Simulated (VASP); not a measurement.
Set up this calculation in VASP 6.6.1, as the native input.

```yaml
Task: single point
Functional: PBE
Potentials_or_basis: VASP PAW PBE potentials, release 64 (W_sv, C)
Cutoff: 520 eV
k_mesh: 10 × 10 × 9
Occupations: gaussian, width 0.017 eV
Spin: no spin polarisation
Dipole_correction: no
Further_INCAR_settings: ALGO = Normal; EDIFF = 1e-06; NBANDS = 16
```

The structure of WC (Qusongite) lies in POSCAR:

```
WC
1.0
    2.9065000000      0.0000000000      0.0000000000
   -1.4532500000      2.5171028361      0.0000000000
    0.0000000000      0.0000000000      2.8366000000
W C
1 1
Direct
    0.0000000000      0.0000000000      0.0000000000
    0.6666666667      0.3333333333      0.5000000000
```

These files were run (other wordings do the same):

INCAR

```
SYSTEM = WC
ALGO     = Normal         ! electronic algorithm
EDIFF    = 1E-6           ! SCF threshold, eV
ENCUT    = 520            ! plane-wave cutoff, eV
GGA      = PE             ! functional
ISIF     = 2              ! what is computed and relaxed
ISMEAR   = 0              ! smearing method
LASPH    = .TRUE.         ! aspherical terms in the spheres
LCHARG   = .FALSE.        ! write CHGCAR
LREAL    = .FALSE.        ! projectors in reciprocal space
LWAVE    = .FALSE.        ! write WAVECAR
NBANDS   = 16             ! bands
NELM     = 100            ! most SCF steps
PREC     = Accurate       ! precision mode
SIGMA    = 0.017          ! smearing width, eV
```

KPOINTS

```
k-points
0
G
  10 10 9
  0 0 0
```

Potentials or basis: VASP PAW PBE potentials, release 64 (W_sv, C).

Launch:

```bash
$ cat potpaw_PBE.64/W_sv/POTCAR potpaw_PBE.64/C/POTCAR > POTCAR
$ mpirun -np 1 vasp_std > vasp.out
```

It gave:

- Pressure: 6.7 GPa
- Band gap on the k mesh: none (metal or under the smearing width)

It took 9.8 s on 1 thread of Intel(R) Xeon(R) Platinum 8488C (Sapphire Rapids) (shared host), peak memory 0.15 GiB.
